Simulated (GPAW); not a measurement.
Bi:

```
Bi
1.0
     2.26750    1.30914    3.93800
    -2.26750    1.30914    3.93800
     0.00000   -2.61828    3.93800
Bi
2
Direct
  0.76600 0.76600 0.76600
  0.23400 0.23400 0.23400
```

Base run:

```yaml
Program: GPAW 26.7.0
Functional: PBEsol
Potentials_or_basis: PAW data sets generated in the run's folder for this functional
Cutoff: 600 eV
Basis: pw
k_mesh: 6 × 6 × 6
Occupations: fermi-dirac, width 0.05 eV
Spin: no spin polarisation
```

Its results: pressure -0.4 GPa; largest force 0.041 eV/Å.

Q: The run is repeated on the same cell with these changes: functional from PBEsol to r2SCAN; potentials or basis from PAW data sets generated in the run's folder for this functional to GPAW PAW data sets (gpaw-data 1.2.1). What comes out?

A: Pressure 1.3 GPa; largest force 0.046 eV/Å.

Caveats: the PAW data sets were made with another functional, which shifts forces and pressure a little (some runs).
